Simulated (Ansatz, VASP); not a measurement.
**Two plane-wave programs on Si**

```
CELL_PARAMETERS angstrom
0.00000 1.89695 1.89695
1.89695 0.00000 1.89695
1.89695 1.89695 0.00000
ATOMIC_POSITIONS crystal
Si 0.00000 0.00000 0.00000
```

Alike in both runs: functional PBE; dispersion D3(BJ); k mesh 18 × 18 × 18; occupations tetrahedron; no spin polarisation.

Ansatz relaxed the structure, and its values are those at the end. VASP's run is a single point on that final structure, the one shown.

|  | VASP | Ansatz |
| --- | --- | --- |
| version | VASP 6.6.1 | Ansatz 0.2.0 |
| potentials or method | VASP PAW PBE potentials, release 64 (Si) | scalar-relativistic, plane waves, PAW |
| plane-wave cutoff (eV) | 520 | 420 |
| valence electrons in the cell | 4 | 4 |

|  | VASP | Ansatz | Ansatz less VASP |
| --- | --- | --- | --- |
| gap on the k mesh at the Fermi level (eV) | none | none | - |
| pressure (GPa) | 0.0 | 0.0 | +0.04 |

A gap of «none» marks a metal or a gap that the smearing closes. Ansatz warned: «band_table_not_solved_further».

Caveats: pairwise dispersion overbinds metals, which lowers pressure and volume; tetrahedron occupations give inexact forces and stress in metals.
